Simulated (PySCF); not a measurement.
Ground-state electric properties of a mixed set of molecules.

All values: PBE0/def2-SVPD (PySCF) at PBE0-D3(BJ)/def2-SVP geometries, gas phase, one conformer each. Core orbitals are frozen in the response; Δα² is half the sum of the squared differences of the principal polarisabilities.

(1) Rank by HOMO–LUMO gap, highest first.
A. `c1ccncc1`
B. `N#C[C@@H]1C[Si@@H]1C[SiH3]`
C. `CC[C@H](C)C(F)(F)F`
D. `N#CCC1=CC1`
E. `[SiH3][Si@@H](C1CC1)C#N`

(2) Rank by mean static polarisability, highest first.
A. `N#C[C@@H]1C[Si@@H]1C[SiH3]`
B. `N#CCC1=CC1`
C. `c1ccncc1`
D. `N#C[Si@@H]([SiH3])C1CC1`
E. `CC[C@H](C)C(F)(F)F`

(3) Rank by dipole moment, lowest first.
A. `[CH3:1][CH2:2][C@H:3]([CH3:4])[C:5]([F:6])([F:7])[F:8]` with C1–C2–C3–C4 -65°
B. `[N:1]#[C:2][CH2:3][C:4]1=[CH:5][CH2:6]1` with C2–C3–C4–C5 0°
C. `c1ccncc1`
D. `[N:1]#[C:2][C@@H:3]1[CH2:4][Si@@H:5]1[CH2:6][SiH3:7]` with C4–Si5–C6–Si7 -136°
E. `[N:1]#[C:2][Si@@H:3]([SiH3:4])[CH:5]1[CH2:6][CH2:7]1` with C2–Si3–C5–C6 84°

Results:

(1) C (10.21 eV), E (7.61 eV), D (7.27 eV), B (6.97 eV), A (6.53 eV).

(2) D (15.78 Å³), A (15.39 Å³), E (9.50 Å³), C (9.14 Å³), B (8.88 Å³).

(3) C (2.24 D), A (2.48 D), B (3.43 D), E (4.27 D), D (4.50 D).

All values together:

| SMILES | formula | μ (D) | HOMO (eV) | LUMO (eV) | α (Å³) | Δα (Å³) | electrons | α per electron (Å³) | ΔSCF removal energy (eV) |
| --- | --- | --- | --- | --- | --- | --- | --- | --- | --- |
| N#CCC1=CC1 | C5H5N | 3.43 | -7.52 | -0.25 | 8.88 | 4.21 | 42 | 0.211 | 9.71 |
| CC[C@H](C)C(F)(F)F | C5H9F3 | 2.48 | -9.62 | 0.60 | 9.50 | 1.49 | 66 | 0.144 | 11.66 |
| N#C[C@@H]1C[Si@@H]1C[SiH3] | C4H9NSi2 | 4.50 | -7.34 | -0.37 | 15.39 | 4.35 | 68 | 0.226 | 9.16 |
| c1ccncc1 | C5H5N | 2.24 | -7.42 | -0.89 | 9.14 | 5.21 | 42 | 0.218 | 9.49 |
| N#C[Si@@H]([SiH3])C1CC1 | C4H9NSi2 | 4.27 | -8.27 | -0.66 | 15.78 | 4.62 | 68 | 0.232 | 9.97 |

Conformers: `[N:1]#[C:2][CH2:3][C:4]1=[CH:5][CH2:6]1` with C2–C3–C4–C5 0°; `[CH3:1][CH2:2][C@H:3]([CH3:4])[C:5]([F:6])([F:7])[F:8]` with C1–C2–C3–C4 -65°; `[N:1]#[C:2][C@@H:3]1[CH2:4][Si@@H:5]1[CH2:6][SiH3:7]` with C4–Si5–C6–Si7 -136°; `[N:1]#[C:2][Si@@H:3]([SiH3:4])[CH:5]1[CH2:6][CH2:7]1` with C2–Si3–C5–C6 84°.

Q: By how much does the ΔSCF value exceed −ε(HOMO) over the species that have both?

A: By 1.70 to 2.19 eV, 1.96 eV on average, over 5 species.
